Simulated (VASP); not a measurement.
A run of VASP 6.6.1:

INCAR

```
PREC = Accurate
ENCUT = 500
EDIFF = 1E-6
ISMEAR = 0
SIGMA = 0.02
LREAL = F
LASPH = T
NELM = 60
ALGO = Normal
ISIF = 2
LWAVE = F
LCHARG = F
GGA = PE
NBANDS = 20
```

Contents of KPOINTS:

```
regular mesh
0
Gamma
  3 3 3
```

File POSCAR:

```
HgTe
1.0
    0.0000000000      3.2145000000      3.2145000000
    3.2145000000      0.0000000000      3.2145000000
    3.2145000000      3.2145000000      0.0000000000
Hg Te
1 1
Direct
    0.0000000000      0.0000000000      0.0000000000
    0.7500000000      0.7500000000      0.7500000000
```

Potentials or basis: VASP PAW PBE potentials, release 64 (Hg_sv_GW, Te_GW).

Run with:

```bash
$ cat potpaw_PBE.64/Hg_sv_GW/POTCAR potpaw_PBE.64/Te_GW/POTCAR > POTCAR
$ mpirun -np 1 vasp_std > vasp.out
```

Hardware: 1 thread of Intel(R) Xeon(R) Platinum 8488C (Sapphire Rapids) (shared host).

**Question.** Estimate the wall time of this run.

**Answer.** Wall time 8.4 s on 1 thread of Intel(R) Xeon(R) Platinum 8488C (Sapphire Rapids), on a shared host, peak memory 0.21 GiB. Counts: scf iterations 13, k points 4.
